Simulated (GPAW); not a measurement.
# MoS2 (R-3m) in GPAW: notebook

The runs below take MoS2 through band structure, with PBEsol, LDA.

All numbers are computed with GPAW 26.7.0; they aren't measurements. Logs are shortened: lines on timing, memory, paths and dates and some standing lists are left out, and cuts for length are marked. The log counts tension as positive stress, the text compression.

**1. Starting point**

Symmetry: R-3m, No. 166, trigonal system. The conventional cell has a = 3.171 Å, b = 3.171 Å, c = 18.345 Å, α = 90.00°, β = 90.00°, γ = 120.00°. Mo (site symmetry -3m) is surrounded by 6 S at 2.39 Å. S (site symmetry 3m) is surrounded by 3 Mo at 2.39 Å.

Measurements of this composition are mostly on another form, of space group No. 194.

**2. Band structure, PBEsol**

The input, run.py:

```python
from ase import Atoms
from ase.dft.bandgap import bandgap
from ase.io import write
from ase.units import GPa
from gpaw import GPAW, PW, setup_paths

setup_paths.insert(0, '.')

atoms = Atoms(['Mo', 'S', 'S'],
              cell=[[1.5855, 0.9153888518, 6.1149966667],
                    [-1.5855, 0.9153888518, 6.1149966667],
                    [0.0, -1.8307777036, 6.1149966667]],
              scaled_positions=[[0.0, 0.0, 0.0],
                                [0.25, 0.25, 0.25],
                                [0.75, 0.75, 0.75]],
              pbc=True)

calc = GPAW(mode=PW(600),
            xc='PBEsol',
            kpts={'size': (7, 7, 7), 'gamma': True},
            occupations={'name': 'fermi-dirac', 'width': 0.05},
            nbands=25,
            convergence={'density': 1e-05, 'energy': 1e-05},
            maxiter=150,
            txt='gpaw.txt')
atoms.calc = calc
energy = atoms.get_potential_energy()
forces = atoms.get_forces()
stress = atoms.get_stress()
calc.write('gs.gpw')
write('result.traj', atoms)
print(f'Energy: {energy:.6f} eV')
print('Forces (eV/A):')
print(forces.round(4))
print('Stress (GPa):', (stress / GPa).round(3))
print('Fermi level:', round(calc.get_fermi_level(), 4), 'eV')
print(f'Gap: {bandgap(calc)[0]:.4f} eV, direct: {bandgap(calc, direct=True)[0]:.4f} eV')

path = atoms.cell.bandpath('GLB1,BZGX,QFP1Z,LP', npoints=100, eps=1e-4)
bs_calc = calc.fixed_density(kpts=path, symmetry='off', nbands=39,
                             convergence={'bands': 'CBM+6.0', 'eigenstates': 1e-6}, txt='bands.txt')
bs = bs_calc.band_structure()
bs.write('bs.json')
print(f'Gap on the path: {bandgap(bs_calc)[0]:.4f} eV')
```

Potentials or basis: PAW data sets generated in the run's folder for this functional, pw.

Run with:

```console
$ gpaw-setup -f PBEsol Mo S
$ OMP_NUM_THREADS=1 python run.py
```

gpaw.txt:

```text
__  _  _
 | _ |_)|_||  |
 |__||  | ||/\| - 26.7.0

Input parameters:
  mode=PW(ecut=600.0),
  convergence={'density': 1e-05, 'energy': 1e-05},
  kpts=MonkhorstPack(size=(7, 7, 7), gamma=True),
  maxiter=150,
  nbands=25,
  occupations=Occupations(name='fermi-dirac', width=0.05),
  xc=XC(name='PBEsol')

Diagonalizing LCAO Hamiltonian
Converting LCAO to pw mode

       S

       S

       Mo

Atoms  # Å, Bohr magnetons
|   | symbol |        x |        y |         z |    initial magnetic moments |
|---|--------|----------|----------|-----------|-----------------------------|
| 0 |     Mo | 0.000000 | 0.000000 |  0.000000 | ( 0.0000,  0.0000,  0.0000) |
| 1 |      S | 0.000000 | 0.000000 |  4.586248 | ( 0.0000,  0.0000,  0.0000) |
| 2 |      S | 0.000000 | 0.000000 | 13.758743 | ( 0.0000,  0.0000,  0.0000) |

Unit cell  # Å
| periodic |         x |         y |        z |  lengths |    angles |
|----------|-----------|-----------|----------|----------|-----------|
|      yes |  1.585500 |  0.915389 | 6.114997 | 6.383176 | 28.764207 |
|      yes | -1.585500 |  0.915389 | 6.114997 | 6.383176 | 28.764207 |
|      yes |  0.000000 | -1.830778 | 6.114997 | 6.383176 | 28.764207 |

Number of symmetries: 12
Symmetry operations  # r_c * U_cc + t_c -> r_c
|    | kind |            matrix            |
|----|------|------------------------------|
|  0 |  E   |  1, 0, 0,  0, 1, 0,  0, 0, 1 |
|  1 |  σ   |  1, 0, 0,  0, 0, 1,  0, 1, 0 |
|  2 |  σ   |  0, 1, 0,  1, 0, 0,  0, 0, 1 |
|  3 |  C3  |  0, 1, 0,  0, 0, 1,  1, 0, 0 |
|  4 |  C3  |  0, 0, 1,  1, 0, 0,  0, 1, 0 |
|  5 |  σ   |  0, 0, 1,  0, 1, 0,  1, 0, 0 |
|  6 |  C2  |  0, 0,-1,  0,-1, 0, -1, 0, 0 |
|  7 |  S6  |  0, 0,-1, -1, 0, 0,  0,-1, 0 |
|  8 |  S6  |  0,-1, 0,  0, 0,-1, -1, 0, 0 |
|  9 |  C2  |  0,-1, 0, -1, 0, 0,  0, 0,-1 |
| 10 |  C2  | -1, 0, 0,  0, 0,-1,  0,-1, 0 |
| 11 |  i   | -1, 0, 0,  0,-1, 0,  0, 0,-1 |

BZ-sampling:
  Number of BZ points: 343
  Number of IBZ points: 44

  Monkhorst-Pack size: [7, 7, 7]
  Monkhorst-Pack shift: [0, 0, 0]

K-points  # in reciprocal-cell coordinates
|     |                                coordinates |     weight |
|-----|--------------------------------------------|------------|
|   0 | (  0.00000000,   0.00000000,   0.00000000) | 0.00291545 |
|   1 | (  0.14285714,   0.00000000,  -0.14285714) | 0.01749271 |
|   2 | (  0.14285714,   0.00000000,   0.00000000) | 0.01749271 |
|   3 | (  0.14285714,   0.14285714,  -0.14285714) | 0.01749271 |
|   4 | (  0.14285714,   0.14285714,   0.00000000) | 0.01749271 |
|   5 | (  0.14285714,   0.14285714,   0.14285714) | 0.00583090 |
|   6 | (  0.28571429,  -0.14285714,  -0.14285714) | 0.01749271 |
|   7 | (  0.28571429,   0.00000000,  -0.28571429) | 0.01749271 |
|   8 | (  0.28571429,   0.00000000,  -0.14285714) | 0.03498542 |
|   9 | (  0.28571429,   0.00000000,   0.00000000) | 0.01749271 |
| ... |                                            |            |
|  43 | (  0.42857143,   0.42857143,   0.42857143) | 0.00583090 |

Plane wave coefficients: 1794
Cutoff: 600.0 eV

Spin-components: 1 (collinear spins)
Bands:           25
Projectors:      16
Spin-degeneracy: 2
Datatype:        complex128

Parallelization:
  kpt:    1
  domain: 1
  band:   1

Density:
  Valence electrons: 26.0
  Components: 1
  Grid points: [40 40 40]
  Charge: 0.0  # |e|

Potential:
  Grid points: [40 40 40]

species:
  Mo:
    name:    Molybdenum
    Z:       42.0
    valence: 14
    core:    28
    charge:  0.0  # [|e|]
    compensation charges:
      type: gauss
      rc: 0.38  # [Å]
      lmax: 2
    cutoffs:
      filter: 2.16  # [Å]
      core: 1.42  # [Å]
    projectors
    | kind |    occ | energy [eV] | rcut [Å] |
    |------|--------|-------------|----------|
    |   4s |  2.000 |     -64.262 |    1.238 |
    |   5s |  1.000 |      -4.116 |    1.238 |
    |   4p |  6.000 |     -38.461 |    1.296 |
    |   5p |  0.000 |      -1.012 |    1.296 |
    |   4d |  5.000 |      -3.770 |    1.296 |
    |    d |        |      23.442 |    1.296 |

    Using partial waves for Mo as LCAO basis

  S:
    name:    Sulfur
    Z:       16.0
    valence: 6
    core:    10
    charge:  0.0  # [|e|]
    compensation charges:
      type: gauss
      rc: 0.24  # [Å]
      lmax: 2
    cutoffs:
      filter: 1.77  # [Å]
      core: 1.66  # [Å]
    projectors
    | kind |    occ | energy [eV] | rcut [Å] |
    |------|--------|-------------|----------|
    |   3s |  2.000 |     -17.192 |    0.974 |
    |   3p |  4.000 |      -6.978 |    0.979 |
    |    s |        |      10.020 |    0.974 |
    |    p |        |      20.234 |    0.979 |
    |    d |        |       0.000 |    0.900 |

    Using partial waves for S as LCAO basis

Reference energy: -131755.109894  # eV

eigensolver:
  PPCG
  Converge bands: occupied
  niter=2

density mixing:
  MSR1-Mixer
  Pratt-step length: 0.05
  Maximum mixing coefficient: 0.75
  Old densities: 10
  SVD Regularization: 0.005
  Good broyden scale: 1.0
  Trust region scale: 1.0
  Backstep threshold: 4.0
  History deletion threshold: 6.0
  Fourier metric: weight=20.0, sigma=0.015

occupation numbers:
  Fermi-Dirac:
    width: 0.0500  # eV

poisson solver:
  ecut: 4800.0  # eV

xc functional:
  name: PBEsol with 2 nearest neighbor stencil

convergence criteria:
- Maximum integral of absolute [dens]ity change: 1e-05 electrons / valence electron
- Maximum [total energy] change in last 3 cyles: 1e-05 eV / valence electron
- Maximum integral of absolute [eigenst]ate change: 4e-08 eV^2 / valence electron
maximum number of iterations: 150

SCF iterations
|iter     | |      energy | eigst |  dens |
|---------|-|-------------|-------|-------|
|iter:   1| |  -24.578929 | +0.41 |       |
|iter:   2| |  -23.997338 | -1.52 | -0.98 |
|iter:   3| |  -22.900518 | -1.24 | -1.06 |
|iter:   4| |  -22.871233 | -2.46 | -1.53 |
|iter:   5| |  -22.867688 | -3.03 | -1.81 |
|iter:   6| |  -22.863662 | -3.90 | -2.13 |
|iter:   7| |  -22.863463 | -4.69 | -2.82 |
|iter:   8| |  -22.863470c| -5.92 | -3.37 |
|iter:   9| |  -22.863469c| -7.50c| -4.18 |
|iter:  10| |  -22.863469c| -7.90c| -4.81 |
|iter:  11| |  -22.863469c| -8.59c| -5.69c|

Converged in 11 steps
Energy contributions relative to reference atoms: (reference = -131755.109894)

Energy contributions:
  Kinetic:           2.139225
  Coulomb:          -7.088936
  Zero:             -0.137531
  External:          0.000000
  Xc:              -17.768333
  Entropy:          -0.015787
  Spinorbit:         0.000000
  ----------------------------
  Free energy:     -22.871362
  Extrapolated:    -22.863469

dipole moment: (0.000000, -0.000000, -68.767843)  # |e|*Ang

Fermi level: 8.447
Eigenvalues  # (at kpt = [0.000, 0.000, 0.000])
| band index |      eig [eV] | occ [0-2] |
|------------|---------------|-----------|
|          0 |       -53.393 |     2.000 |
|        ... |               |           |
|          7 |         4.181 |     2.000 |
|          8 |         4.181 |     2.000 |
|          9 |         6.625 |     2.000 |
|         10 |         7.102 |     2.000 |
|         11 |         7.302 |     2.000 |
|         12 |         7.302 |     2.000 |
[... 8 lines left out ...]
|         21 |        18.692 |     0.000 |
|         22 |        20.686 |     0.000 |
|        ... |               |           |
|         24 |        20.845 |     0.000 |

No gap
No difference between direct/indirect transitions

Forces  # eV/Ang
|       x |        y |        z |
|---------|----------|----------|
| 0.00000 |  0.00000 |  0.00000 |  # Mo   0
| 0.00000 | -0.00000 | -0.74290 |  # S    1
| 0.00000 |  0.00000 |  0.74290 |  # S    2

Stress tensor  # eV/Ang^3
|         x |         y |         z |
|-----------|-----------|-----------|
| -0.009242 |  0.000000 |  0.000000 |
|  0.000000 | -0.009242 | -0.000000 |
|  0.000000 | -0.000000 | -0.037424 |

# Writing to gs.gpw (mode='')
```

Wall time 3.5 min (1 thread of Intel Xeon Platinum 8375C at 2.90GHz (Ice Lake), shared host); peak memory 0.47 GiB.

Results:

```yaml
Free_energy: -22.8714 eV
Pressure: 3.0 GPa
Largest_force: 0.743 eV/Å
Band_gap_along_the_path: none (metal or under the smearing width)
```

Forces in eV/Å, atoms in the order of the input:
```
Mo   0.000  0.000  0.000
S    0.000  0.000 -0.743
S    0.000  0.000  0.743
```

Levels at the corners of the path, in eV from the Fermi level:
```csv
point,band 9,band 10,band 11,band 12,band 13,band 14,band 15,band 16,band 17,band 18
Γ,-4.27,-1.82,-1.35,-1.14,-1.14,-0.28,-0.28,3.32,3.32,5.94
L,-5.37,-4.40,-2.92,-2.02,-1.66,0.91,1.83,3.32,4.04,5.33
B1,-5.53,-4.51,-3.91,-3.45,0.20,0.45,0.79,3.16,3.33,6.71
B,-5.53,-4.51,-3.91,-3.45,0.20,0.45,0.79,3.16,3.33,6.71
Z,-4.25,-3.99,-1.13,-1.13,-0.38,-0.38,-0.13,3.43,3.43,5.86
Γ,-4.27,-1.82,-1.35,-1.14,-1.14,-0.28,-0.28,3.32,3.32,5.94
X,-5.64,-4.39,-4.02,-3.49,0.22,0.59,0.64,3.07,3.39,6.69
Q,-5.64,-4.39,-4.02,-3.49,0.22,0.59,0.64,3.07,3.39,6.69
F,-4.73,-4.33,-2.94,-2.33,-1.87,0.92,1.61,3.78,4.56,4.69
P1,-4.70,-4.34,-2.93,-2.26,-1.83,0.91,1.66,3.66,4.22,5.14
Z,-4.25,-3.99,-1.13,-1.13,-0.38,-0.38,-0.13,3.43,3.43,5.86
L,-5.37,-4.40,-2.92,-2.02,-1.66,0.91,1.83,3.32,4.04,5.33
P,-4.70,-4.34,-2.93,-2.26,-1.83,0.91,1.67,3.66,4.22,5.14
```

Caveat: the cell's inner coordinates are idealised or old, which leaves forces on the atoms; the program warned that so skewed a cell can give wrong results.

**3. Band structure, LDA**

run.py: that of step 2 with these lines changed.

```diff
@@ -4,5 +4,3 @@
 from ase.units import GPa
-from gpaw import GPAW, PW, setup_paths
-
-setup_paths.insert(0, '.')
+from gpaw import GPAW, PW
 
@@ -18,3 +16,3 @@
 calc = GPAW(mode=PW(600),
-            xc='PBEsol',
+            xc='LDA',
             kpts={'size': (7, 7, 7), 'gamma': True},
```

Potentials or basis: the program's PAW data sets (release 1.2.1) made for this functional, pw.

Run with:

```console
$ OMP_NUM_THREADS=1 python run.py
```

Wall time 4.6 min (1 thread of Intel Xeon Platinum 8375C at 2.90GHz (Ice Lake), shared host); peak memory 0.47 GiB.

Results (log left out):

- Free energy: -24.0123 eV
- Pressure: -0.2 GPa
- Largest force: 0.515 eV/Å
- Band gap along the path: none (metal or under the smearing width)

Forces on the atoms (eV/Å):
```
Mo   0.000  0.000  0.000
S    0.000  0.000 -0.515
S    0.000  0.000  0.515
```

Stress tensor (GPa, compression positive):
```
-1.48  0.00  0.00
 0.00 -1.48  0.00
 0.00  0.00  2.47
```

Levels at the corners of the path, in eV from the Fermi level:
```tsv
point	band 11	band 12	band 13	band 14	band 15	band 16
Γ	-1.35	-1.14	-1.14	-0.27	-0.27	3.32
L	-2.88	-2.00	-1.64	0.91	1.82	3.33
B1	-3.88	-3.42	0.20	0.46	0.79	3.14
B	-3.88	-3.42	0.20	0.46	0.79	3.14
Z	-1.13	-1.13	-0.37	-0.37	-0.11	3.43
Γ	-1.35	-1.14	-1.14	-0.27	-0.27	3.32
X	-3.99	-3.45	0.22	0.59	0.64	3.06
Q	-3.99	-3.45	0.22	0.59	0.64	3.06
F	-2.91	-2.31	-1.85	0.91	1.60	3.78
P1	-2.90	-2.24	-1.81	0.91	1.66	3.67
Z	-1.13	-1.13	-0.37	-0.37	-0.11	3.43
L	-2.88	-2.00	-1.64	0.91	1.82	3.33
P	-2.90	-2.24	-1.81	0.91	1.66	3.67
```

Caveat: the cell's inner coordinates are idealised or old, which leaves forces on the atoms; the program warned that so skewed a cell can give wrong results.

**4. The reference run**

An earlier run on the cell as given: functional PBEsol; potentials or basis PAW data sets generated in the run's folder for this functional; cutoff 600 eV; basis pw; k mesh 10 × 10 × 10; occupations fermi-dirac, width 0.05 eV; no spin polarisation.

* Pressure: 2.7 GPa
* Largest force: 0.754 eV/Å
* Band gap on the k mesh: none (metal or under the smearing width)
